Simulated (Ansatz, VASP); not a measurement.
Given: the input of a run of Ansatz 0.2.0 on C.

Contents of input.yaml:

```yaml
crystal:
  lattice:
    - [2.4724943874, 0.0, 0.0]
    - [-1.2362471937, 2.1412429502, 0.0]
    - [0.0, 0.0, 24.2937923774]
  atoms:
    - { symbol: C, position: [0.6666666667, 0.3333333333, 0.57047544] }
    - { symbol: C, position: [0.3333333333, 0.6666666667, 0.42952456] }
    - { symbol: C, position: [0.0, 0.0, 0.42953123] }
    - { symbol: C, position: [0.0, 0.0, 0.57046877] }
hamiltonian:
  xc: pbesol
  pseudopotentials: { kind: paw }
kpoints:
  mp_grid: { grid: [12, 12, 2] }
scf:
  occupations: { method: fermi_dirac, width: 0.05 }
output:
  forces: true
  stress: true
  eigenvalues: true
```

Potentials or basis: Ansatz PAW.

Run with:

```console
$ ansatz run input.yaml --threads 1 --pin off --max-ram 3584MiB --backend cpu --events-out ev --progress --plain --runs-dir out
```

Question: Translate it to VASP 6.6.1. Potentials there: VASP PAW PBE potentials, release 64 (C).

Answer: As run (the cutoff follows the program's own potentials):

File INCAR:

```
SYSTEM = C
PREC     = Accurate       ! precision mode
ENCUT    = 520            ! plane-wave cutoff, eV
EDIFF    = 1E-6           ! SCF threshold, eV
ISMEAR   = -1             ! smearing method
SIGMA    = 0.05           ! smearing width, eV
LREAL    = .False.        ! projectors in reciprocal space
LASPH    = .True.         ! aspherical terms in the spheres
NELM     = 80             ! most SCF steps
ALGO     = Normal         ! electronic algorithm
ISIF     = 2              ! what is computed and relaxed
LWAVE    = .False.        ! write WAVECAR
LCHARG   = .False.        ! write CHGCAR
GGA      = PS             ! functional
NBANDS   = 16             ! bands
```

KPOINTS

```
regular mesh
0
Gamma
  12 12 2
  0 0 0
```

The input POSCAR:

```
C
1.0
    2.4724943874      0.0000000000      0.0000000000
   -1.2362471937      2.1412429502      0.0000000000
    0.0000000000      0.0000000000     24.2937923774
C
4
Direct
    0.6666666667      0.3333333333      0.5704754400
    0.3333333333      0.6666666667      0.4295245600
    0.0000000000      0.0000000000      0.4295312300
    0.0000000000      0.0000000000      0.5704687700
```

Potentials or basis: VASP PAW PBE potentials, release 64 (C).

Command:

```bash
$ cat potpaw_PBE.64/C/POTCAR > POTCAR
$ mpirun -np 1 vasp_std > vasp.out
```

Both were run:

|  | VASP | Ansatz | Ansatz less VASP |
| --- | --- | --- | --- |
| gap on the k mesh at the Fermi level (eV) | none | none | - |
| rms of the force components (eV/Å) | 0.008 | 0.008 | 0.0000 |

Atom by atom the forces differ by 0.000 eV/Å (rms over components). A gap of «none» marks a metal or a gap that the smearing closes.

Caveats: the PAW data sets were made with another functional, which shifts forces and pressure a little (VASP); the PAW data sets come from PBE, with cores solved anew for the run's functional, which leaves a small shift of forces and pressure (Ansatz).
